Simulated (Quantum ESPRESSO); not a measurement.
# LiF (Griceite) (Fm-3m) in Quantum ESPRESSO: further runs

Runs on LiF (Griceite). Level: LDA. Tasks: phonons.

All numbers are computed with Quantum ESPRESSO 7.5; they aren't measurements. Logs are shortened: lines on timing, memory, paths and dates and some standing lists are left out, and cuts for length are marked.

**What was measured.**

From a printed reference work, monograph, for a bulk crystal of LiF: high-frequency dielectric constant 1.93.

The runs below are set against these values where they give the same quantity.

## (1) The crystal as given

The structure is cubic, space group Fm-3m (No. 225). Conventional cell: a = 4.028 Å, b = 4.028 Å, c = 4.028 Å, α = 90.00°, β = 90.00°, γ = 90.00°. F (site symmetry m-3m) has 6 Li at 2.01 Å as nearest neighbours. Li (site symmetry m-3m) has 6 F at 2.01 Å as nearest neighbours.

## (2) Phonons, LDA

The input, pw.in:

```
&CONTROL
  calculation = 'scf'
  prefix = 'pwscf'
  outdir = './tmp'
  pseudo_dir = './pseudo'
  tprnfor = .true.
  tstress = .true.
  disk_io = 'low'
/
&SYSTEM
  ibrav = 0
  nat = 2
  ntyp = 2
  ecutwfc = 84
  nbnd = 10
  occupations = 'smearing'
  smearing = 'fd'
  degauss = 0.00367493
/
&ELECTRONS
  conv_thr = 4d-10
  electron_maxstep = 120
  mixing_beta = 0.5
/
ATOMIC_SPECIES
F     18.9984 F.upf
Li     6.9400 Li.upf
CELL_PARAMETERS angstrom
   0.0000000000    2.0140000000    2.0140000000
   2.0140000000    0.0000000000    2.0140000000
   2.0140000000    2.0140000000    0.0000000000
ATOMIC_POSITIONS angstrom
F      2.0140000000    2.0140000000    2.0140000000
Li     0.0000000000    0.0000000000    0.0000000000
K_POINTS automatic
6 6 6 1 1 1
```

The input, relax.in:

```
&CONTROL
  calculation = 'vc-relax'
  prefix = 'pwscf'
  outdir = './tmp'
  pseudo_dir = './pseudo'
  tprnfor = .true.
  tstress = .true.
  disk_io = 'low'
  nstep = 40
  forc_conv_thr = 0.0001
  etot_conv_thr = 1d-06
/
&SYSTEM
  ibrav = 0
  nat = 2
  ntyp = 2
  ecutwfc = 84
  nbnd = 10
  occupations = 'smearing'
  smearing = 'fd'
  degauss = 0.00367493
/
&ELECTRONS
  conv_thr = 4d-10
  electron_maxstep = 120
  mixing_beta = 0.5
/
&IONS
  ion_dynamics = 'bfgs'
/
&CELL
  cell_dynamics = 'bfgs'
  press = 0
  press_conv_thr = 0.2
/
ATOMIC_SPECIES
F     18.9984 F.upf
Li     6.9400 Li.upf
CELL_PARAMETERS angstrom
   0.0000000000    2.0140000000    2.0140000000
   2.0140000000    0.0000000000    2.0140000000
   2.0140000000    2.0140000000    0.0000000000
ATOMIC_POSITIONS angstrom
F      2.0140000000    2.0140000000    2.0140000000
Li     0.0000000000    0.0000000000    0.0000000000
K_POINTS automatic
6 6 6 1 1 1
```

The input, scf2.in:

```
&CONTROL
  calculation = 'scf'
  prefix = 'pwscf'
  outdir = './tmp'
  pseudo_dir = './pseudo'
  tprnfor = .true.
  tstress = .true.
  disk_io = 'low'
/
&SYSTEM
  ibrav = 0
  nat = 2
  ntyp = 2
  ecutwfc = 84
  nbnd = 10
  occupations = 'fixed'
/
&ELECTRONS
  conv_thr = 1d-13
  electron_maxstep = 120
  mixing_beta = 0.5
  startingpot = 'file'
  startingwfc = 'file'
/
ATOMIC_SPECIES
F     18.9984 F.upf
Li     6.9400 Li.upf
CELL_PARAMETERS angstrom
   0.0000000000    1.9524355439    1.9524355439
   1.9524355439    0.0000000000    1.9524355439
   1.9524355439    1.9524355439    0.0000000000
ATOMIC_POSITIONS angstrom
F      1.9524355439    1.9524355439    1.9524355439
Li     0.0000000000    0.0000000000    0.0000000000
K_POINTS automatic
6 6 6 1 1 1
```

The input, ph.in:

```
phonons of LiF
&INPUTPH
  prefix = 'pwscf'
  outdir = './tmp'
  tr2_ph = 1d-18
  fildyn = 'dyn'
  niter_ph = 90
  alpha_mix(1) = 0.7
  epsil = .true.
/
0.0000000000 0.0000000000 0.0000000000
```

The input, dynmat.in:

```
&INPUT
  fildyn = 'dyn'
  asr = 'crystal'
  lperm = .true.
  filout = 'dynmat.disp'
  fileig = 'dynmat.eig'
/
```

The input, dynmat_lo.in:

```
&INPUT
  fildyn = 'dyn'
  asr = 'crystal'
  filout = 'dynmat_lo.disp'
  fileig = 'dynmat_lo.eig'
  q(1) = 0
  q(2) = 0
  q(3) = 1
/
```

Potentials or basis: PseudoDojo 0.4.1 SR LDA standard.

Started as:

```
> OMP_NUM_THREADS=1 pw.x -in pw.in > pw.out
> OMP_NUM_THREADS=1 pw.x -in relax.in > relax.out
> OMP_NUM_THREADS=1 pw.x -in scf2.in > scf2.out
> OMP_NUM_THREADS=1 ph.x -in ph.in > ph.out
> OMP_NUM_THREADS=1 dynmat.x -in dynmat.in > dynmat.out
> OMP_NUM_THREADS=1 dynmat.x -in dynmat_lo.in > dynmat_lo.out
```

pw.out:

```text
This program is part of the open-source Quantum ESPRESSO suite
     for quantum simulation of materials; please cite
[... 9 lines left out ...]
     --------------------
     sticks:   dense  smooth     PW     G-vecs:    dense   smooth      PW
     Sum         673     673    211                11575    11575    2085

     Using Slab Decomposition

     bravais-lattice index     =            0
     lattice parameter (alat)  =       5.3824  a.u.
     unit-cell volume          =     110.2567 (a.u.)^3
     number of atoms/cell      =            2
     number of atomic types    =            2
     number of electrons       =        10.00
     number of Kohn-Sham states=           10
     kinetic-energy cutoff     =      84.0000  Ry
     charge density cutoff     =     336.0000  Ry
     scf convergence threshold =      4.0E-10
     mixing beta               =       0.5000
     number of iterations used =            8  plain     mixing
     Exchange-correlation= SLA  PW   NOGX NOGC
                           (   1   4   0   0   0   0   0)

     celldm(1)=   5.382367  celldm(2)=   0.000000  celldm(3)=   0.000000
     celldm(4)=   0.000000  celldm(5)=   0.000000  celldm(6)=   0.000000

     crystal axes: (cart. coord. in units of alat)
               a(1) = (   0.000000   0.707107   0.707107 )
               a(2) = (   0.707107   0.000000   0.707107 )
               a(3) = (   0.707107   0.707107   0.000000 )

     reciprocal axes: (cart. coord. in units 2 pi/alat)
               b(1) = ( -0.707107  0.707107  0.707107 )
               b(2) = (  0.707107 -0.707107  0.707107 )
               b(3) = (  0.707107  0.707107 -0.707107 )

     PseudoPot. # 1 for F  read from file:
     F.upf
     Pseudo is Norm-conserving + core correction, Zval =  7.0
     Generated using ONCVPSP code by D. R. Hamann
     Using radial grid of  824 points,  5 beta functions with:
                l(1) =   0
                l(2) =   0
                l(3) =   1
                l(4) =   1
                l(5) =   2

     PseudoPot. # 2 for Li read from file:
     Li.upf
     Pseudo is Norm-conserving, Zval =  3.0
     Generated using ONCVPSP code by D. R. Hamann
     Using radial grid of 1944 points,  4 beta functions with:
                l(1) =   0
                l(2) =   0
                l(3) =   1
                l(4) =   1

     atomic species   valence    mass     pseudopotential
     F                 7.00    18.99840     F ( 1.00)
     Li                3.00     6.94000     Li( 1.00)

     48 Sym. Ops., with inversion, found

   Cartesian axes

     site n.     atom                  positions (alat units)
         1        F      tau(   1) = (   0.7071068   0.7071068   0.7071068  )
         2        Li     tau(   2) = (   0.0000000   0.0000000   0.0000000  )

     number of k points=    28  Fermi-Dirac smearing, width (Ry)=  0.0037
                       cart. coord. in units 2pi/alat
        k(    1) = (   0.0589256   0.0589256   0.0589256), wk =   0.0185185
        k(    2) = (   0.1767767   0.1767767  -0.0589256), wk =   0.0555556
        k(    3) = (   0.2946278   0.2946278  -0.1767767), wk =   0.0555556
        k(    4) = (  -0.2946278  -0.2946278   0.4124790), wk =   0.0555556
        k(    5) = (  -0.1767767  -0.1767767   0.2946278), wk =   0.0555556
        k(    6) = (  -0.0589256  -0.0589256   0.1767767), wk =   0.0555556
[... 20 lines left out ...]
        k(   27) = (   0.2946278   0.2946278   0.2946278), wk =   0.0185185
        k(   28) = (  -0.2946278  -0.2946278   0.8838835), wk =   0.0555556

     Dense  grid:    11575 G-vectors     FFT dimensions: (  32,  32,  32)

     Initial potential from superposition of free atoms

     starting charge       9.9953, renormalised to      10.0000
     Starting wfcs are    6 randomized atomic wfcs +    4 random wfcs

     Self-consistent Calculation

     iteration #  1     ecut=    84.00 Ry     beta= 0.50
     Davidson diagonalization with overlap
     ethr =  1.00E-02,  avg # of iterations =  5.0

     total energy              =     -63.63145686 Ry
     estimated scf accuracy    <       0.10412869 Ry

     iteration #  2     ecut=    84.00 Ry     beta= 0.50
     Davidson diagonalization with overlap
     ethr =  1.04E-03,  avg # of iterations =  2.0

     total energy              =     -63.65902304 Ry
     estimated scf accuracy    <       0.01246448 Ry

     iteration #  3     ecut=    84.00 Ry     beta= 0.50
     Davidson diagonalization with overlap
     ethr =  1.25E-04,  avg # of iterations =  1.2

     total energy              =     -63.66069604 Ry
     estimated scf accuracy    <       0.00111379 Ry

     iteration #  4     ecut=    84.00 Ry     beta= 0.50
     Davidson diagonalization with overlap
     ethr =  1.11E-05,  avg # of iterations =  2.9

     total energy              =     -63.66078768 Ry
     estimated scf accuracy    <       0.00002785 Ry

     iteration #  5     ecut=    84.00 Ry     beta= 0.50
     Davidson diagonalization with overlap
     ethr =  2.78E-07,  avg # of iterations =  1.9

     total energy              =     -63.66078887 Ry
     estimated scf accuracy    <       0.00000241 Ry

     iteration #  6     ecut=    84.00 Ry     beta= 0.50
     Davidson diagonalization with overlap
     ethr =  2.41E-08,  avg # of iterations =  2.0

     total energy              =     -63.66078923 Ry
     estimated scf accuracy    <       0.00000017 Ry

     iteration #  7     ecut=    84.00 Ry     beta= 0.50
     Davidson diagonalization with overlap
     ethr =  1.67E-09,  avg # of iterations =  1.0

     total energy              =     -63.66078924 Ry
     estimated scf accuracy    <          7.2E-09 Ry

     iteration #  8     ecut=    84.00 Ry     beta= 0.50
     Davidson diagonalization with overlap
     ethr =  7.17E-11,  avg # of iterations =  1.8

     total energy              =     -63.66078924 Ry
     estimated scf accuracy    <          7.8E-10 Ry

     iteration #  9     ecut=    84.00 Ry     beta= 0.50
     Davidson diagonalization with overlap
     ethr =  7.75E-12,  avg # of iterations =  2.0

     End of self-consistent calculation

          k = 0.0589 0.0589 0.0589 (  1435 PWs)   bands (ev):

   -39.1749 -18.9809   0.2937   0.4844   0.4844   9.5678  21.8680  23.0324
    23.0324  25.3077

          k = 0.1768 0.1768-0.0589 (  1422 PWs)   bands (ev):

   -39.1536 -18.8474  -0.4884   0.2189   0.4766  10.4145  18.8008  20.9036
    21.3849  25.9239

          k = 0.2946 0.2946-0.1768 (  1435 PWs)   bands (ev):

   -39.1210 -18.6281  -1.6369   0.0601   0.3412  11.1754  16.8461  19.5117
    19.5436  28.5266

          k =-0.2946-0.2946 0.4125 (  1440 PWs)   bands (ev):

   -39.1096 -18.5467  -2.0147   0.0908   0.2144  11.2343  16.6714  19.0732
    19.0744  29.2835

          k =-0.1768-0.1768 0.2946 (  1425 PWs)   bands (ev):

   -39.1309 -18.6951  -1.3133   0.2180   0.2648  11.0576  17.2840  19.8928
    19.9983  26.1259

          k =-0.0589-0.0589 0.1768 (  1424 PWs)   bands (ev):

   -39.1636 -18.9094  -0.0895   0.3525   0.4040  10.0730  20.2464  21.6909
    21.9345  23.5298

          k = 0.2946 0.0589 0.0589 (  1431 PWs)   bands (ev):

   -39.1443 -18.7723  -0.6745   0.1266   0.1419  11.0322  18.8240  20.4509
    20.8300  22.1475

          k = 0.4125 0.1768-0.0589 (  1430 PWs)   bands (ev):

   -39.1182 -18.5693  -1.4715  -0.3818   0.0384  12.2627  16.7352  19.3155
    20.0218  23.5760

          k =-0.1768-0.4125 0.5303 (  1439 PWs)   bands (ev):

   -39.1014 -18.4375  -1.8838  -0.7492  -0.0100  12.7265  15.8695  19.0263
    19.3758  26.6373

          k =-0.0589-0.2946 0.4125 (  1435 PWs)   bands (ev):

   -39.1108 -18.5216  -1.5431  -0.7328   0.1710  12.3546  15.9991  19.3487
    19.6181  26.7939

          k = 0.0589-0.1768 0.2946 (  1427 PWs)   bands (ev):

   -39.1369 -18.7280  -0.9653  -0.0490   0.3344  11.1515  17.6120  20.1624
    20.4388  24.5871

          k = 0.5303 0.0589 0.0589 (  1428 PWs)   bands (ev):

   -39.1046 -18.4122  -2.0641  -0.4413  -0.3482  13.6877  16.8233  18.4569
    20.2388  20.9752

          k =-0.0589-0.5303 0.6482 (  1434 PWs)   bands (ev):

   -39.0938 -18.3114  -2.2530  -0.8738  -0.3720  14.7221  15.6991  17.9796
    19.8468  22.7094

          k = 0.0589-0.4125 0.5303 (  1440 PWs)   bands (ev):

   -39.0966 -18.3748  -1.7400  -1.2656  -0.1060  13.7170  15.3226  18.8723
    19.4352  26.1280

          k = 0.1768-0.2946 0.4125 (  1439 PWs)   bands (ev):

   -39.1102 -18.5342  -1.8415  -0.2483   0.1776  11.7545  16.3733  19.2070
    19.3700  27.5863

          k =-0.6482 0.0589 0.0589 (  1423 PWs)   bands (ev):

   -39.0944 -18.2981  -2.4744  -0.5874  -0.4726  14.7566  16.3636  17.8523
    20.2119  20.8396

          k =-0.5303 0.1768-0.0589 (  1435 PWs)   bands (ev):

   -39.1026 -18.4118  -1.9478  -0.6921  -0.2281  13.5726  16.1229  18.5755
    19.8822  22.9775

          k =-0.4125 0.0589 0.0589 (  1429 PWs)   bands (ev):

   -39.1227 -18.5913  -1.3907  -0.1773  -0.1299  12.3138  17.6601  19.3014
    20.3939  21.3499

          k = 0.1768 0.1768 0.1768 (  1423 PWs)   bands (ev):

   -39.1452 -18.7957  -0.8906   0.3825   0.3825  10.5741  18.0643  20.6277
    20.6277  27.1391

          k = 0.2946 0.2946 0.0589 (  1423 PWs)   bands (ev):

   -39.1244 -18.6405  -1.2755  -0.3618   0.3699  11.5474  16.6448  19.8398
    19.8762  27.8499

          k =-0.2946-0.2946 0.6482 (  1441 PWs)   bands (ev):

   -39.1029 -18.4506  -1.6118  -1.0736   0.1032  12.8231  15.5505  19.3602
    19.3842  27.5582

          k =-0.1768-0.1768 0.5303 (  1439 PWs)   bands (ev):

   -39.1020 -18.4247  -1.9234  -0.6930  -0.1408  13.1251  15.9513  18.8945
    19.6702  24.1692

          k = 0.4125 0.1768 0.1768 (  1432 PWs)   bands (ev):

   -39.1151 -18.5599  -1.6692  -0.1650   0.0263  11.9540  16.5859  19.2805
    19.7068  25.0074

          k =-0.1768-0.4125 0.7660 (  1438 PWs)   bands (ev):

   -39.0995 -18.4016  -1.7462  -1.0921  -0.1029  13.5060  15.5949  18.7258
    19.5076  26.0813

          k =-0.0589-0.2946 0.6482 (  1436 PWs)   bands (ev):

   -39.0933 -18.3246  -1.8554  -1.3335  -0.2718  14.6722  15.3003  17.9819
    19.4940  25.7518

          k =-0.7660 0.1768 0.1768 (  1440 PWs)   bands (ev):

   -39.0947 -18.3382  -2.0541  -1.0455  -0.2375  14.2737  15.2886  18.6590
    19.7197  23.6983

          k = 0.2946 0.2946 0.2946 (  1428 PWs)   bands (ev):

   -39.1154 -18.5973  -1.9107   0.2861   0.2861  10.9415  16.9306  19.1669
    19.1669  29.8070

          k =-0.2946-0.2946 0.8839 (  1437 PWs)   bands (ev):

   -39.1052 -18.4896  -1.9202  -0.4475   0.1456  12.0111  16.1295  19.2101
    19.2268  28.2025

     the Fermi energy is     4.0638 ev

!    total energy              =     -63.66078924 Ry
     estimated scf accuracy    <          4.0E-12 Ry
     smearing contrib. (-TS)   =       0.00000000 Ry
     internal energy E=F+TS    =     -63.66078924 Ry

     The total energy is F=E-TS. E is the sum of the following terms:
     one-electron contribution =     -25.03635595 Ry
     hartree contribution      =      16.43543631 Ry
     xc contribution           =     -14.11159294 Ry
     ewald contribution        =     -40.94827666 Ry

     convergence has been achieved in   9 iterations

     Forces acting on atoms (cartesian axes, Ry/au):

     atom    1 type  1   force =     0.00000000    0.00000000   -0.00000000
     atom    2 type  2   force =    -0.00000000   -0.00000000    0.00000000

     Total force =     0.000000     Total SCF correction =     0.000000

     Computing stress (Cartesian axis) and pressure

          total   stress  (Ry/bohr**3)                   (kbar)     P=      -66.61
  -0.00045282  -0.00000000  -0.00000000          -66.61       -0.00       -0.00
  -0.00000000  -0.00045282  -0.00000000           -0.00      -66.61       -0.00
  -0.00000000  -0.00000000  -0.00045282           -0.00       -0.00      -66.61

=------------------------------------------------------------------------------=
   JOB DONE.
=------------------------------------------------------------------------------=
```

Wall time 62 s (1 thread of Arm Neoverse V2, shared host); peak memory 0.05 GiB.

Results:

```
Free energy                                             : -866.1818 eV
Relaxed volume                                          : 7.44 Å³/atom
Relaxed cell                                            : a = 2.761 Å, b = 2.761 Å, c = 2.761 Å, α = 60.00°, β = 60.00°, γ = 60.00°
Space group after relaxing (to 0.05 Å)                  : Fm-3m (No. 225)
Pressure after relaxing                                 : 0.0 GPa
Electronic dielectric tensor (diagonal)                 : 2.11
Born charges (mean of the diagonal)                     : F -1.04; Li +1.04 e
Highest phonon frequency at Γ, LO-TO splitting left out : 343 cm⁻¹
Static dielectric tensor (diagonal)                     : 8.12
```

The path:
```
step  energy change (eV)  largest force (eV/Å)  pressure (GPa)  volume (Å³)
   1              0.0000                0.0000           -6.66        16.34
   2             -0.0193                0.0000           -4.53        15.79
   3             -0.0325                0.0000           -0.60        14.99
   4             -0.0327                0.0000            0.06        14.87
   5             -0.0327                0.0000            0.00        14.89
```

Final structure:
```
CELL_PARAMETERS angstrom
0.00000 1.95244 1.95244
1.95244 0.00000 1.95244
1.95244 1.95244 0.00000
ATOMIC_POSITIONS crystal
F 0.50000 0.50000 0.50000
Li 0.00000 0.00000 0.00000
```

Levels at points of the mesh, in eV from the valence-band top:
| k point | band 2 | band 3 | band 4 | band 5 | band 6 | band 7 | band 8 | band 9 |
| --- | --- | --- | --- | --- | --- | --- | --- | --- |
| (0.08, 0.08, 0.08) | -19.72 | -0.21 | 0.00 | 0.00 | 9.97 | 22.31 | 23.61 | 23.61 |

Phonon frequencies in cm⁻¹ (negative: imaginary):
| q point | frequencies |
| --- | --- |
| (0.000, 0.000, 0.000) | -1 -1 -1 343 343 343 |

Electronic dielectric tensor:
```
2.11 0.00 0.00
0.00 2.11 0.00
0.00 0.00 2.11
```

Born effective charge tensors (e):
atom 1, F
```
-1.04  0.00  0.00
 0.00 -1.04  0.00
 0.00  0.00 -1.04
```
atom 2, Li
```
1.04 0.00 0.00
0.00 1.04 0.00
0.00 0.00 1.04
```

Optical modes at Γ, degenerate ones joined, polar ones without the macroscopic field:
| cm⁻¹ | components | symmetry | active in | IR intensity, summed ((D/Å)²/amu) |
| --- | --- | --- | --- | --- |
| 343 | 3 | T1u | IR | 14.78 |

Zone-centre frequencies without and with the macroscopic field along z (cm⁻¹):
```tsv
	optical modes in rising order
without	343 343 343
with the field	343 343 672
```

Static dielectric tensor, electrons and zone-centre modes:
```
8.12 0.00 0.00
0.00 8.12 0.00
0.00 0.00 8.12
```

(Part 1 of 2 ends here.)
